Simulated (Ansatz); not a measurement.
# Elastic constants of Al₂Cu at 5 GPa (stress–strain coefficients): input and output

All numbers below come from DFT PBE, scalar-relativistic, plane waves, PAW (Ansatz).

Launched with:
```bash
ansatz run input.yaml --threads 1 --pin off --max-ram 3072MiB --backend cpu --events-out ev --progress --plain --runs-dir out
```

Input (bare energies are in eV):
```yaml
crystal:
  lattice:
    - [-2.0135378402, 2.0135378402, 2.8475725219]
    - [2.0135378402, -2.0135378402, 2.8475725219]
    - [2.0135378402, 2.0135378402, -2.8475725219]
  atoms:
    - { symbol: Al, position: [0.75, 0.25, 0.5] }
    - { symbol: Al, position: [0.25, 0.75, 0.5] }
    - { symbol: Cu, position: [0.5, 0.5, 0.0] }
basis:
  ecutwfc: 420
kpoints:
  mp_grid: { grid: [14, 14, 14] }
hamiltonian:
  xc: pbe
scf:
  occupations: { method: fermi_dirac, width: 0.15 }
output:
  forces: true
  stress: true
  eigenvalues: true
elastic:
  mode: relaxed_ion
  amplitude: 0.005
  stencil: two_point
```

From the output:
```
--- Elastic constants: 1 strain direction × 2 members + reference (group order 48) ---
  dense FFT box of the reference and of every strained cell: 27×27×27
  strains applied: 11; error gains: componentwise 1.73 (the most a stress slope's error grows in a printed constant), spectral 1.73 (1 for all six strains in a standard setting)
  C = ∂σ_k/∂η_j (tension-positive GPa; Voigt order 11 22 33 23 13 12):
       201.709     67.399     83.261     -0.000     -0.000      0.000
        67.399    201.709     83.261     -0.000     -0.000      0.000
        83.261     83.261    185.847     -0.000      0.000      0.000
        -0.000      0.000      0.000     67.155     -0.000     -0.000
         0.000     -0.000      0.000     -0.000     67.155      0.000
         0.000      0.000     -0.000     -0.000      0.000     51.293
  reference stress σ⁰ (GPa):     -4.987     -4.987     -4.987     -0.000      0.000      0.000
  C* (energy form; C + prestress term) asymmetry max|C*_kj − C*_jk| = 5.684e-14 GPa — a small one proves nothing (zero by symmetry where the batch's group is 432, −43m or m−3m); a large one is finite-difference/SCF noise where every solve ...
  moduli (Voigt/Reuss/Hill, GPa): K = 117.46/117.46/117.46   G = 60.81/59.76/60.29   E = 154.44   ν = 0.281
  mechanically stable: yes (min eigenvalue of sym C = 51.29 GPa)
  strain η (Voigt 11):  stress-route row diagonal C_11 = 201.71 GPa, energy-path curvature d²(F+E_count+ΔE)/dδ²/Ω₀ = 201.77 GPa
         δ    σ_11 (GPa) F (eV) n_scf n_hpsi n_pw
    -5.000e-3      -6.0003       -7700.7273412      13  162601    926   relax 3 steps, max|allowed force component| 1.33e-6 eV/Å
     5.000e-3      -3.9832       -7700.7417203      13  161342    934   relax 3 steps, max|allowed force component| 7.05e-8 eV/Å
```

Time: 2.5 min on 1 thread of AMD EPYC 7R43 64-Core Processor (Zen 3), with other jobs on the host, peak memory 0.66 GiB.

In a metal, frequencies and elastic constants depend on the k mesh and the smearing, soft modes and shear constants most. Other phases may be more stable at this pressure.